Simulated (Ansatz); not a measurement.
Crystal: CdS.

```
CELL_PARAMETERS angstrom
0.00000 2.75324 2.75324
2.75324 0.00000 2.75324
2.75324 2.75324 0.00000
ATOMIC_POSITIONS crystal
Cd 0.00000 0.00000 0.00000
S 0.50000 0.50000 0.50000
```

Measurements of this composition are mostly on another form, of space group No. 186.

Program: Ansatz 0.2.0. Alike in all runs: no spin polarisation; cell as given.

Order these runs on this cell by their band gap on the k mesh, lowest first.
A. level r2SCANh; potentials or basis SPMS NC; k mesh 5 × 5 × 5; cutoff (eV) 653; smearing fixed; mesh quality not flagged
B. level r2SCAN0+D3(BJ)-ATM; potentials or basis Ansatz PAW; k mesh 4 × 4 × 4; cutoff (eV) 500; smearing gaussian 0.01 eV; mesh quality coarse
C. level HSE06; potentials or basis Ansatz PAW; k mesh 4 × 4 × 4; cutoff (eV) 420; smearing gaussian 0.15 eV; mesh quality coarse
D. level LDA; potentials or basis PseudoDojo standard (LDA files); k mesh 8 × 8 × 8; cutoff (eV) 1388; smearing gaussian 0.1 eV; mesh quality not flagged

D (metal), C (1.23 eV), A (1.65 eV), B (2.26 eV).

Caveats: some runs use coarse meshes; the meta-GGA runs on potentials made for a GGA (some runs); odd divisions of the mesh miss points on the zone boundary, where band edges often lie, so the gap on the mesh can be too wide (some runs).

A k mesh can miss the band edges, odd and even meshes differently.
